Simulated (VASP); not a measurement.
Mo: relaxation of cell and atoms with LDA

Crystal: Mo.

```
CELL_PARAMETERS angstrom
-1.55760 1.55760 1.55760
1.55760 -1.55760 1.55760
1.55760 1.55760 -1.55760
ATOMIC_POSITIONS crystal
Mo 0.00000 0.00000 0.00000
```

The cell was built by a generator and needn't be a form met in nature.

```json
{
  "Program": "VASP 6.6.1",
  "Task": "relaxation of cell and atoms",
  "Functional": "LDA",
  "Potentials or basis": "VASP PAW LDA potentials, release 64 (Mo_sv)",
  "Cutoff": "600 eV",
  "k mesh": "16 × 16 × 16",
  "Occupations": "methfessel-paxton, width 0.1 eV",
  "Spin": "no spin polarisation",
  "Further INCAR settings": "ALGO = Normal; EDIFF = 1e-07; IBRION = 2; EDIFFG = -0.005; NSW = 90; ISIF = 3"
}
```

```
Pressure after relaxing : -0.1 GPa
Band gap on the k mesh  : none (metal or under the smearing width)
```

Final structure:
```yaml
crystal:
  lattice:
    - [-1.55760, 1.55760, 1.55760]
    - [1.55760, -1.55760, 1.55760]
    - [1.55760, 1.55760, -1.55760]
  atoms:
    - { symbol: Mo, position: [0.00000, 0.00000, 0.00000] }
```

Levels at points of the mesh, in eV from the Fermi level:
```tsv
k point	band 4	band 5	band 6	band 7	band 8	band 9	band 10	band 11
(0.00, 0.00, 0.00)	-34.32	-7.36	-1.46	-1.46	-1.46	1.67	1.67	14.85
(0.50, 0.00, 0.00)	-34.33	-5.56	-3.60	1.72	1.79	2.37	5.00	12.01
(0.50, 0.50, 0.50)	-35.40	-5.75	-5.75	4.19	4.19	4.19	9.29	9.29
```

Run time: 12 s on 1 thread of Intel(R) Xeon(R) Platinum 8488C (Sapphire Rapids) (shared host), peak memory 0.15 GiB.

Caveat: the relaxation stopped at its first step, so nothing moved.
